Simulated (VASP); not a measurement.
Write the native input for VASP 6.6.1 that does the following.

```yaml
Task: relaxation of cell and atoms
Functional: PBEsol
Potentials_or_basis: VASP PAW PBE potentials, release 64 (Al, P)
Cutoff: 600 eV
k_mesh: 8 × 8 × 8
Occupations: gaussian, width 0.02 eV
Spin: no spin polarisation
Dipole_correction: no
Further_INCAR_settings: ALGO = Normal; EDIFF = 1e-06; IBRION = 2; EDIFFG = -0.005; NSW = 70; ISIF = 3
```

The structure of AlP lies in POSCAR:

```
AlP
1.0
    0.0000000000      2.7534005752      2.7534005752
    2.7534005752      0.0000000000      2.7534005752
    2.7534005752      2.7534005752      0.0000000000
Al P
1 1
Direct
    0.0000000000      0.0000000000      0.0000000000
    0.2500000000      0.2500000000      0.2500000000
```

One way to write it, as run:

INCAR

```
PREC = Accurate
ENCUT = 600
EDIFF = 1E-6
ISMEAR = 0
SIGMA = 0.02
LREAL = F
LASPH = T
NELM = 100
ALGO = Normal
ISIF = 3
LWAVE = F
LCHARG = F
GGA = PS
IBRION = 2
NSW = 70
EDIFFG = -0.005
```

KPOINTS

```
Automatic mesh
0
Gamma
  8 8 8
```

Potentials or basis: VASP PAW PBE potentials, release 64 (Al, P).

Run with:

```bash
$ cat potpaw_PBE.64/Al/POTCAR potpaw_PBE.64/P/POTCAR > POTCAR
$ mpirun -np 1 vasp_std > vasp.out
```

Results of the run:

```yaml
Relaxed_volume: 20.47 Å³/atom
Relaxed_cell: a = 3.869 Å, b = 3.869 Å, c = 3.869 Å, α = 60.00°, β = 60.00°, γ = 60.00°
Space_group_after_relaxing_to_0.05_Å: F-43m (No. 216)
Energy_gained_by_relaxing: 2.0 meV/atom
Ionic_steps: 3
Pressure_after_relaxing: 0.0 GPa
Band_gap_on_the_k_mesh: 1.45 eV, indirect (least direct gap 3.15 eV)
```

Caveat: the PAW data sets were made with another functional, which shifts forces and pressure a little.

It took 9.6 s on 1 thread of Intel(R) Xeon(R) 6975P-C (Granite Rapids), on a shared host, peak memory 0.17 GiB.
